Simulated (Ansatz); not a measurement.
input.yaml (Ansatz)

```yaml
crystal:
  lattice:
    - [2.6928021521, 0.0, 0.0]
    - [0.0, 2.6928021521, 0.0]
    - [0.0, 0.0, 2.6928021521]
  atoms:
    - { symbol: Pt, position: [0.0, 0.0, 0.0], spin: 1.0 }
hamiltonian:
  xc: pbe
  pseudopotentials:
    kind: paw
    azcp:
      Pt: "pseudopotentials/Pt.paw.azcp"
basis:
  ecutwfc: 420
  fft_grid_basis: typed
kpoints:
  mp_grid: { grid: [20, 20, 20], shift: [0, 0, 0] }
magnetization:
  spin_polarized: true
scf:
  occupations: { method: fermi_dirac, width: 0.05 }
output:
  stress: true
```

Terminal output

```
Engine: ansatz 0.2.0, aarch64-unknown-linux-gnu
Pseudopotentials: kind: paw
Pseudopotential: Pt, paw, valence charge 18, recommended cutoff 420 eV (normal) 
Functional definition: PBE
  parameter kappa = 0.804
  parameter beta = 0.06672455060314922
  exchange = pbe_x(kappa = kappa, mu = beta*pi^2/3)
  correlation = pbe_c(beta = beta)
Crystal: 1 atoms, lattice volume = 19.526 Å³
Basis set: ecut = 420 eV, 389 PW (Γ)
Bands: 14, of which v1, the nominal top of the filled ones, is band 9 counted from 1 (8 counted from 0)
Symmetry: 48 space group operations
Space group: Pm-3m (ITA 221), of the structure as read, at distance tolerance 2.7e-5 Å
Magnetic group: BNS 221.92 (UNI 1594), of the structure as read, at distance tolerance 2.7e-5 Å
k-points: 286 of 8000
Non-local potential: Pt, projectors of the file, l = 0: 3, l = 1: 2, l = 2: 2, l = 3: 1
PAW form: soft (Blöchl's): semilocal exchange-correlation on the pseudo side does not see the compensation charge
PAW one-centre angular grid: Pt, 590 points (default); XC on 64 Gauss nodes
Initial density: superposition of atomic densities (chi_scale 0.1, normalization cell)
Starting moments: Σ|m| = 1 μB on 1 of 1 site
Initial wavefunctions: pseudopotential atomic-orbital guess
Functional: x = pbe(κ = 0.804, μ = 0.2195149727645171), c = pbe(β = 0.06672455060314922)
SCF iter   1: F=—  HF=-12522.610169 eV  |F-HF|=—  |Δ(HF+E_count)|=         —  Δρ=6.12e-2 (↑6.12e-2 ↓2.63e-2)  dr2=6.97e-1  dr2_m=2.15e-1  M=0.192 μB ∫|m|=0.192 μB  β_m=0.30  ethr=3.10e-3  ⟨swp⟩=4.5  Hψ=40365  notcnv=0
Mixer restart at iter 1: flushing history
SCF iter   2: F=—  HF=-12522.558867 eV  |F-HF|=—  |Δ(HF+E_count)|=   5.13e-2  Δρ=4.45e-2 (↑4.45e-2 ↓2.00e-2)  dr2=3.58e-1  dr2_m=1.19e-1  M=0.154 μB ∫|m|=0.154 μB  β_m=0.65  ethr=3.10e-3  ⟨swp⟩=1.9  Hψ=14292  notcnv=0  defer=136
SCF iter   3: F=—  HF=-12522.507003 eV  |F-HF|=—  |Δ(HF+E_count)|=   5.19e-2  Δρ=3.95e-3 (↑3.54e-3 ↓3.95e-3)  dr2=1.83e-3  dr2_m=1.63e-3  M=0.028 μB ∫|m|=0.028 μB  β_m=0.82  ethr=1.99e-3  ⟨swp⟩=2.1  Hψ=13325  notcnv=0  defer=262
SCF iter   4: F=—  HF=-12522.506945 eV  |F-HF|=—  |Δ(HF+E_count)|=   5.76e-5  Δρ=1.00e-3 (↑1.00e-3 ↓5.23e-4)  dr2=2.17e-4  dr2_m=4.49e-5  M=0.005 μB ∫|m|=0.005 μB  β_m=0.82  ethr=1.02e-5  ⟨swp⟩=2.8  Hψ=16649  notcnv=0  defer=258
SCF iter   5: F=—  HF=-12522.506871 eV  |F-HF|=—  |Δ(HF+E_count)|=   7.37e-5  Δρ=3.93e-4 (↑1.78e-4 ↓3.93e-4)  dr2=5.22e-5  dr2_m=5.66e-6  M=0.002 μB ∫|m|=0.002 μB  β_m=0.89  ethr=1.21e-6  ⟨swp⟩=2.2  Hψ=12220  notcnv=0  defer=258
SCF iter   6: F=—  HF=-12522.506887 eV  |F-HF|=—  |Δ(HF+E_count)|=   1.60e-5  Δρ=9.83e-5 (↑9.83e-5 ↓4.26e-5)  dr2=1.19e-6  dr2_m=7.74e-7  M=0.001 μB ∫|m|=0.001 μB  β_m=0.89  ethr=2.90e-7  ⟨swp⟩=2.2  Hψ=11234  notcnv=0  defer=258
SCF iter   7: F=—  HF=-12522.506888 eV  |F-HF|=—  |Δ(HF+E_count)|=   2.78e-7  Δρ=3.19e-5 (↑3.19e-5 ↓1.07e-5)  dr2=1.94e-7  dr2_m=6.06e-8  M=0.000 μB ∫|m|=0.000 μB  β_m=0.94  ethr=6.59e-9  ⟨swp⟩=1.9  Hψ=10813  notcnv=0  defer=258
SCF iter   8: F=—  HF=-12522.506888 eV  |F-HF|=—  |Δ(HF+E_count)|=   1.89e-8  Δρ=4.79e-6 (↑4.79e-6 ↓1.31e-6)  dr2=5.10e-9  dr2_m=1.10e-9  M=0.000 μB ∫|m|=0.000 μB  β_m=0.97  ethr=1.08e-9  ⟨swp⟩=2.0  Hψ=11808  notcnv=0  defer=258
SCF iter   9: F=—  HF=-12522.506888 eV  |F-HF|=—  |Δ(HF+E_count)|=   1.34e-9  Δρ=4.86e-7 (↑4.86e-7 ↓2.83e-7)  dr2=9.61e-11  dr2_m=7.72e-12  M=0.000 μB ∫|m|=0.000 μB  β_m=0.90  ethr=2.84e-11  ⟨swp⟩=2.0  Hψ=11932  notcnv=0  defer=258
SCF iter  10: F=-12522.506888 eV  HF=-12522.506888 eV  |F-HF|=3.64e-12  |Δ(HF+E_count)|=  2.55e-11  Δρ=4.27e-8 (↑3.81e-8 ↓4.27e-8)  dr2=4.88e-13  dr2_m=1.08e-13  M=0.000 μB ∫|m|=0.000 μB  ethr=1.00e-12  ⟨swp⟩=1.0  Hψ=21025  notcnv=0
SCF 1 converged in 10 iterations: F = -12522.506888 eV  dr2 = 4.88e-13
WARN: the starting moments were not kept: the SCF closed with an absolute magnetisation of 6.0e-7 μB, where they sum to 1 μB in size (1 site). That is at most 0.1 of that sum. Measured as dr2_m measures the in/out step, that magnetisation stands 1.7e-13 eV from none, at or under the dr2_threshold of 1.0e-7 eV: it is no larger than a step whose dr2_m would equal this threshold. The system may hold no moment; this SCF shows only that its start led to no more than that. To try another start: raise the starting moments (crystal.atoms[].spin, magnetization.per_species, magnetization.initial_magnetization, or on a non-collinear deck that types none of these the spinor_matrix: blocks that start its atoms; where the total moment is fixed, keep their sum and leave initial_magnetization as it is; typed ones take the place of any that the run laid by itself, positive ones on a crystal's lanthanoids without a Hubbard term where scf.initial_density.shell_occupations: [] is typed) or, if the notice of its spin-set hold's release reads "site moments contracting" or "site moments show no strong build", lengthen the hold (scf.mixing.spin_hold: { on: { confirm: 4 } }; for m-r²SCAN on two components see the key's manual first). Each may lead to a state that holds a moment. A second SCF, from the converged charge density, with the starting moments and any scf.initial_density.shell_occupations laid on it anew, would have followed, and was not run: the deck does not ask for one (magnetization.retry_lost_moments is false, the default). To let it run, set magnetization.retry_lost_moments: true and run the deck again, where that key's refused combinations let it; where memory then withholds it, that run's warning says so.
SCF converged after 10 iterations
Magnetization: 0.0000 μB (9.0000 up, 9.0000 down)
Absolute magnetization: 0.0000 μB (∫|ρ↑−ρ↓|, with the PAW one-centre terms)
Spin contamination: 0.0000 ħ² per cell (⟨S²⟩ above its minimum at these occupations)
Per-site moments (μB) at R_I (Å): [(5.078905190534708e-7, 1.1107808877412502)]
Free energy (F): -12522.506888 eV
Harris-Foulkes:  -12522.506888 eV  (|F-HF|=3.64e-12)
Internal energy: -12522.492976 eV  (E = F + TS)
E sigma→0 (E₀):  -12522.499932 eV
Entropy (-TS):   -0.013911 eV (-13.911 meV/atom)
Fermi energy:    16.400190 eV
--- Per-component energies (eV) ---
  E_band       = -239.183230
  E_kinetic    = 635.256097
  E_local      = -1886.540926  (includes V_loc(G=0)·N_el)
  E_nonlocal   = 200.382712
  E_hartree    = 700.816440
  E_xc         = -260.244572
  E_vxc        = -300.689916  (∫ρ·V_xc dr)
  E_paw        = -9454.245747  (= ΣΔE_a)
  E_vpaw       = -289.224284  (= ΣTr[D̂ρ^β])
  E_aug_tail   = 0.000176  (compensation charges beyond the density's cutoff)
  E_ewald      = -2457.917156
  E_smearing   = -0.013911  (= −TS)
  E_closure    = 0.000000  (closes the sum)
  Σ components = -12522.506888   (vs F -12522.506888, Δ=0.00e0)
--- Stress (GPa, compression-positive) ---
      -11.594236      -0.000000       0.000000
       -0.000000     -11.594236       0.000000
       -0.000000       0.000000     -11.594236
  P = ⅓ Tr σ = -11.5942 GPa (-115.942 kbar)
```
